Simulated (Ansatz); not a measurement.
# From the elastic tensor of NbP to moduli and sound speeds

All numbers below come from DFT PBE, scalar-relativistic, plane waves, PAW in Ansatz 0.2.0. Cutoff 420 eV, 18×18×8 k-points (Γ-centred), Fermi-Dirac smearing of 0.15 eV. No spin polarisation.

Space group P6_3/mmc (No. 194), hexagonal, a = 3.320 Å, c = 6.711 Å. Nb is surrounded by 6 P at 2.55 Å; P has 6 Nb at 2.55 Å.

The cell was found from a structure generator's guess, not taken from experiment. In a metal, frequencies and elastic constants depend on the k mesh and the smearing, soft modes and shear constants most.

Relaxed-ion constants (GPa, on the Cartesian axes of the calculation):
C11 = 252.5, C12 = 108.1, C13 = 146.2, C22 = 252.5, C23 = 146.2, C33 = 379.4, C44 = 202.6, C55 = 202.6, C66 = 72.2 GPa; the others vanish.

Density 6.421 g/cm³; 4 atoms in 64.07 Å³.

With S = C⁻¹: B_V = (C11+C22+C33+2(C12+C13+C23))/9, G_V = (C11+C22+C33−C12−C13−C23+3(C44+C55+C66))/15, 1/B_R = S11+S22+S33+2(S12+S13+S23), 15/G_R = 4(S11+S22+S33−S12−S13−S23)+3(S44+S55+S66); Hill is their mean. Then v_l = √((B+4G/3)/ρ), v_t = √(G/ρ), v_m = [(2/v_t³+1/v_l³)/3]^(−1/3) and Θ = (ħ/k_B)·v_m·(6π²n/V)^(1/3) for n atoms in the volume V; E = 9BG/(3B+G), ν = (3B−2G)/(2(3B+G)) and A^U = 5G_V/G_R + B_V/B_R − 6.

- Bulk modulus, Voigt / Reuss / Hill: 187.2 / 175.9 / 181.6 GPa
- Shear modulus, Voigt / Reuss / Hill: 127.8 / 101.0 / 114.4 GPa
- Young's modulus: 284 GPa
- Poisson ratio: 0.240
- Pugh ratio B/G: 1.59 (under 1.75, the rule of thumb for brittle)
- Universal anisotropy index: 1.39
- Longitudinal and transverse sound speeds: 7213 and 4220 m/s
- Debye temperature from the mean sound speed: 553 K
